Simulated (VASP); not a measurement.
# Se (P3_221) in VASP: single point with PBE

Aim: the single point of Se with PBE.

Everything below comes from runs of VASP 6.6.1. Logs are shortened: lines on timing, memory, paths and dates and some standing lists are left out, and cuts for length are marked.

### 1 The crystal as given

It takes space group P3_221 (No. 154, trigonal). Conventional cell: a = 4.355 Å, b = 4.355 Å, c = 4.949 Å, α = 90.00°, β = 90.00°, γ = 120.00°. Around Se (site symmetry 2) lie 2 Se at 2.32 Å.

### 2 Single point, PBE

INCAR

```
SYSTEM = Se
ALGO = Fast
EDIFF = 1E-7
ENCUT = 520
GGA = PE
ISIF = 2
ISMEAR = 0
LASPH = .TRUE.
LCHARG = .TRUE.
LELF = .TRUE.
LREAL = .FALSE.
LVHAR = .TRUE.
LWAVE = .FALSE.
NBANDS = 16
NELM = 60
PREC = Accurate
SIGMA = 0.02
```

KPOINTS

```
k-points
0
G
  3 3 3
  0 0 0
```

POSCAR

```
Se
1.0
    4.3551700000      0.0000000000      0.0000000000
   -2.1775850000      3.7716878578      0.0000000000
    0.0000000000      0.0000000000      4.9494500000
Se
3
Direct
    0.7830000000      0.7830000000      0.5000000000
    0.0000000000      0.2170000000      0.8333333333
    0.2170000000      0.0000000000      0.1666666667
```

Potentials or basis: VASP PAW PBE potentials, release 64 (Se).

Run with:

```sh
$ cat potpaw_PBE.64/Se/POTCAR > POTCAR
$ mpirun -np 1 vasp_std > vasp.out
```

OUTCAR:

```text
SYSTEM = Se
   EDIFF = 1E-7
   ENCUT = 520
   GGA = PE
   ISIF = 2
   ISMEAR = 0
   LASPH = .TRUE.
   LREAL = .FALSE.
   NELM = 60
   PREC = Accurate

 ion  position               nearest neighbor table
   1  0.783  0.783  0.500-   3 2.32   2 2.32
   2  0.000  0.217  0.833-   1 2.32   3 2.32
   3  0.217  0.000  0.167-   1 2.32   2 2.32

  LATTYP: Found a hexagonal cell.
 ALAT       =     4.3551700000
 C/A-ratio  =     1.1364539157

  Lattice vectors:

 A1 = (   4.3551700000,   0.0000000000,   0.0000000000)
 A2 = (  -2.1775850000,   3.7716878578,   0.0000000000)
 A3 = (   0.0000000000,   0.0000000000,   4.9494500000)

Analysis of symmetry for initial positions (statically):
=====================================================================
 Subroutine PRICEL returns:
 Original cell was already a primitive cell.

 Routine SETGRP: Setting up the symmetry group for a
 hexagonal supercell.

 Subroutine GETGRP returns: Found  6 space group operations
 (whereof  2 operations were pure point group operations)
 out of a pool of 24 trial point group operations.

The static configuration has the point symmetry C_2 .
 The point group associated with its full space group is D_3 .

Analysis of symmetry for dynamics (positions and initial velocities):
=====================================================================
 Subroutine PRICEL returns:
 Original cell was already a primitive cell.

 Routine SETGRP: Setting up the symmetry group for a
 hexagonal supercell.

 Subroutine GETGRP returns: Found  6 space group operations
 (whereof  2 operations were pure point group operations)
 out of a pool of 24 trial point group operations.

The dynamic configuration has the point symmetry C_2 .
 The point group associated with its full space group is D_3 .

 Subroutine INISYM returns: Found  6 space group operations
 (whereof  2 operations are pure point group operations),
 and found     1 'primitive' translations

----------------------------------------------------------------------------------------

                                     Primitive cell

  volume of cell :      81.3014

  direct lattice vectors                    reciprocal lattice vectors
     4.355170000  0.000000000  0.000000000     0.229612162  0.132566644  0.000000000
    -2.177585000  3.771687858  0.000000000     0.000000000  0.265133287  0.000000000
     0.000000000  0.000000000  4.949450000     0.000000000  0.000000000  0.202042651

  length of vectors
     4.355170000  4.355170000  4.949450000     0.265133287  0.265133287  0.202042651

  position of ions in fractional coordinates (direct lattice)
     0.783000000  0.783000000  0.500000000
     1.000000000  0.217000000  0.833333333
     0.217000000  0.000000000  0.166666667

  ion indices of the primitive-cell ions
   primitive index   ion index
                 1           1
                 2           2
                 3           3

----------------------------------------------------------------------------------------

 KPOINTS: k-points

Automatic generation of k-mesh.
 Grid dimensions read from file:
 generate k-points for:    3    3    3

 Generating k-lattice:

  Cartesian coordinates                     Fractional coordinates (reciprocal lattice)
     0.076537387  0.044188881  0.000000000     0.333333333  0.000000000  0.000000000
     0.000000000  0.088377762  0.000000000     0.000000000  0.333333333  0.000000000
     0.000000000  0.000000000  0.067347550     0.000000000  0.000000000  0.333333333

  Length of vectors
     0.088377762  0.088377762  0.067347550

  Shift w.r.t. Gamma in fractional coordinates (k-lattice)
     0.000000000  0.000000000  0.000000000

 Subroutine IBZKPT returns following result:
 ===========================================

 Found      7 irreducible k-points:

 Following reciprocal coordinates:
            Coordinates               Weight
  0.000000  0.000000  0.000000      1.000000
  0.333333 -0.000000  0.000000      6.000000
  0.333333  0.333333  0.000000      2.000000
  0.000000  0.000000  0.333333      2.000000
  0.333333 -0.000000  0.333333      6.000000
  0.000000  0.333333  0.333333      6.000000
  0.333333  0.333333  0.333333      4.000000
   k-points           NKPTS =      7   k-points in BZ     NKDIM =      7   number of bands    NBANDS=     16
   number of dos      NEDOS =    301   number of ions     NIONS =      3
   total plane-waves  NPLWV =  40960
   dimension x,y,z NGX =    32 NGY =   32 NGZ =   40
   dimension x,y,z NGXF=    64 NGYF=   64 NGZF=   80
   ions per type =               3
   NGX,Y,Z   is equivalent  to a cutoff of  12.22, 12.22, 13.44 a.u.
   NGXF,Y,Z  is equivalent  to a cutoff of  24.43, 24.43, 26.87 a.u.
 SYSTEM =  Se
   PREC   = accura    normal or accurate (medium, high low for compatibility)
   ISTART =      0    job   : 0-new  1-cont  2-samecut
   ICHARG =      2    charge: 1-file 2-atom 10-const
   ISPIN  =      1    spin polarized calculation?
   LNONCOLLINEAR =      F non collinear calculations
   LSORBIT =      F    spin-orbit coupling
   LASPH  =      T    aspherical Exc in radial PAW
   ENCUT  =  520.0 eV  38.22 Ry    6.18 a.u.   8.10  8.10  9.20*2*pi/ulx,y,z
   NELM   =     60;   NELMIN=  2; NELMDL= -5     # of ELM steps
   EDIFF  = 0.1E-06   stopping-criterion for ELM
   LREAL  =      F    real-space projection
   EDIFFG = 0.1E-05   stopping-criterion for IOM
   NSW    =      0    number of steps for IOM
   IBRION =     -1    ionic relax: 0-MD 1-quasi-New 2-CG
   NFREE  =      0    steps in history (QN), initial steepest desc. (CG)
   ISIF   =      2    stress and relaxation
   ISYM   =      2    0-nonsym 1-usesym 2-fastsym
   POTIM  = 0.5000    time-step for ionic-motion
   TEBEG  =    0.0;   TEEND  =   0.0 temperature during run
   PSTRESS=    0.0 pullay stress
   NELECT =      18.0000    total number of electrons
   NUPDOWN=      -1.0000    fix difference up-down
   EMIN   =  10.00;   EMAX   =-10.00  energy-range for DOS
   EFERMI =   0.00;   METHOD = LEGACY
   ISMEAR =     0;   SIGMA  =   0.02  broadening in eV -4-tet -1-fermi 0-gaus
   EFERMI_NEDOS =   21; number of points for ismear=-14 and -15
   IALGO  =     68    algorithm
   IMIX   =      4    mixing-type and parameters
     AMIX     =   0.40;   BMIX     =  1.00
     AMIX_MAG =   1.60;   BMIX_MAG =  1.00
  volume/ion in A,a.u.               =      27.10       182.88
  Fermi-wavevector in a.u.,A,eV,Ry     =   0.990375  1.871538 13.345178  0.980843
  Thomas-Fermi vector in A             =   2.122041
   LORBIT       =      0    0 simple, 1 ext, 2 COOP (PROOUT), +10 PAW based schemes
   GGA     = PE    functional components
   LHFCALC =     F    Hartree Fock is set to
   AEXX    =    0.0000 exact exchange contribution
   IVDW    =     0    specifies the selected vdW correction
   LEPSILON=     F    determine dielectric tensor
   LRPA    =     F    only Hartree local field effects (RPA)
 non-spin polarized calculation
 RMM-DIIS sequential band-by-band and
 Gauss-broadening in eV      SIGMA  =   0.02
  energy-cutoff  :      520.00
  volume of cell :       81.30
 maximum number of plane-waves:      2202
   NGX = 17   NGY = 17   NGZ = 19

 number of electron      17.9999997 magnetization

 Free energy of the ion-electron system (eV)
  ---------------------------------------------------
  ext. energy  EPLUGINS =         0.00000000
  ---------------------------------------------------
  free energy    TOTEN  =       -10.36149008 eV

  energy without entropy =      -10.36149008  energy(sigma->0) =      -10.36149008

 E-fermi :   2.6873     XC(G=0):  -8.8297

 val. band max:        2.5175736578   @ k =   0.3333   0.3333   0.3333
 cond. band min:       4.2013829160   @ k =   0.0000   0.0000   0.3333
 fundamental gap:      1.6838092582
 Fermi energy:         2.6872724813

 k-point     1 :       0.0000    0.0000    0.0000
  band No.  band energies     occupation
      1     -13.3888      2.00000
      2      -9.0758      2.00000
      3      -9.0758      2.00000
      4      -1.2308      2.00000
      5      -1.2308      2.00000
      6      -1.0267      2.00000
[... 8 lines left out ...]
     15       9.1519      0.00000
     16      11.1193      0.00000

 k-point     2 :       0.3333   -0.0000    0.0000
  band No.  band energies     occupation
      1     -13.0788      2.00000
      2      -9.3753      2.00000
      3      -9.0305      2.00000
      4      -2.4831      2.00000
      5      -1.9202      2.00000
      6      -0.8342      2.00000
[... 8 lines left out ...]
     15      11.2756      0.00000
     16      12.1203      0.00000

 k-point     3 :       0.3333    0.3333    0.0000
  band No.  band energies     occupation
      1     -12.8981      2.00000
      2      -9.2995      2.00000
      3      -9.2995      2.00000
      4      -2.4362      2.00000
      5      -2.4362      2.00000
      6      -0.1466      2.00000
[... 8 lines left out ...]
     15      10.6084      0.00000
     16      12.4795      0.00000

 k-point     4 :       0.0000    0.0000    0.3333
  band No.  band energies     occupation
      1     -12.8494      2.00000
      2     -11.3094      2.00000
      3      -6.9709      2.00000
      4      -2.2000      2.00000
      5      -0.8145      2.00000
      6      -0.8085      2.00000
[... 8 lines left out ...]
     15      10.5420      0.00000
     16      10.8121      0.00000

 k-point     5 :       0.3333   -0.0000    0.3333
  band No.  band energies     occupation
      1     -12.5638      2.00000
      2     -11.1430      2.00000
      3      -7.5976      2.00000
      4      -2.9048      2.00000
      5      -2.0707      2.00000
      6      -1.0148      2.00000
[... 8 lines left out ...]
     15      10.7078      0.00000
     16      11.4671      0.00000

 k-point     6 :       0.0000    0.3333    0.3333
  band No.  band energies     occupation
      1     -12.5684      2.00000
      2     -11.1283      2.00000
      3      -7.6417      2.00000
      4      -2.7807      2.00000
      5      -1.9669      2.00000
      6      -0.9933      2.00000
[... 8 lines left out ...]
     15      10.4780      0.00000
     16      11.2636      0.00000

 k-point     7 :       0.3333    0.3333    0.3333
  band No.  band energies     occupation
      1     -12.4022      2.00000
      2     -11.0461      2.00000
      3      -7.9219      2.00000
      4      -2.9688      2.00000
      5      -2.6616      2.00000
      6      -1.5380      2.00000
[... 8 lines left out ...]
     15      10.8817      0.00000
     16      11.2480      0.00000

------------------------ aborting loop because EDIFF is reached ----------------------------------------

  FORCE on cell =-STRESS in cart. coord.  units (eV):
  Direction    XX          YY          ZZ          XY          YZ          ZX
  --------------------------------------------------------------------------------------
  -------------------------------------------------------------------------------------
  Total        2.4948166      2.4948166      3.8279440     -0.0000000      0.0000000      0.0000000
  in kB       49.1644756     49.1644756     75.4359498     -0.0000000      0.0000000      0.0000000
  external PRESSURE =      57.9216336 kB  Pullay stress =       0.0000000 kB

 VOLUME and BASIS-vectors are now :
 -----------------------------------------------------------------------------
  energy-cutoff  :      520.00
  volume of cell :       81.30
      direct lattice vectors                 reciprocal lattice vectors
     4.355170000  0.000000000  0.000000000     0.229612162  0.132566644  0.000000000
    -2.177585000  3.771687858  0.000000000     0.000000000  0.265133287  0.000000000
     0.000000000  0.000000000  4.949450000     0.000000000  0.000000000  0.202042651

 POSITION                                       TOTAL-FORCE (eV/Angst)
 -----------------------------------------------------------------------------------
      1.70505      2.95323      2.47472        -0.576579     -0.998663     -0.000000
     -0.47254      0.81846      4.12454        -0.576579      0.998663     -0.000000
      0.94507      0.00000      0.82491         1.153157      0.000000      0.000000
 -----------------------------------------------------------------------------------
    total drift:                                0.000001      0.000001     -0.000000

  FREE ENERGIE OF THE ION-ELECTRON SYSTEM (eV)
  ---------------------------------------------------
  free  energy   TOTEN  =       -10.3614900758 eV

  energy  without entropy=      -10.3614900758  energy(sigma->0) =      -10.36149008
```

It took 22 s on 1 thread of Intel Xeon Platinum 8259CL at 2.50GHz (Skylake/Cascade Lake), shared host; peak memory 0.18 GiB.

Results:

```
Free energy            : -10.3615 eV
Pressure               : 5.8 GPa
Largest force          : 1.153 eV/Å
Band gap on the k mesh : 1.68 eV, indirect (least direct gap 1.78 eV)
```

Forces on the atoms (eV/Å):
```
Se  -0.577 -0.999  0.000
Se  -0.577  0.999  0.000
Se   1.153  0.000  0.000
```

Stress tensor (GPa, compression positive):
```
4.92 0.00 0.00
0.00 4.92 0.00
0.00 0.00 7.54
```

Levels at points of the mesh, in eV from the valence-band top:
```csv
k point,band 6,band 7,band 8,band 9,band 10,band 11,band 12,band 13
"(0.00, 0.00, 0.00)",-3.54,-1.95,-1.95,-0.17,2.30,2.30,2.69,6.26
```

Caveat: the k mesh is coarse (spacing up to 0.56 Å⁻¹), so the values aren't converged; an odd mesh through Γ misses points on the zone boundary, where band edges often lie; forces of over 1 eV/Å show positions far from the minimum, so gaps and moduli don't describe the material at rest.
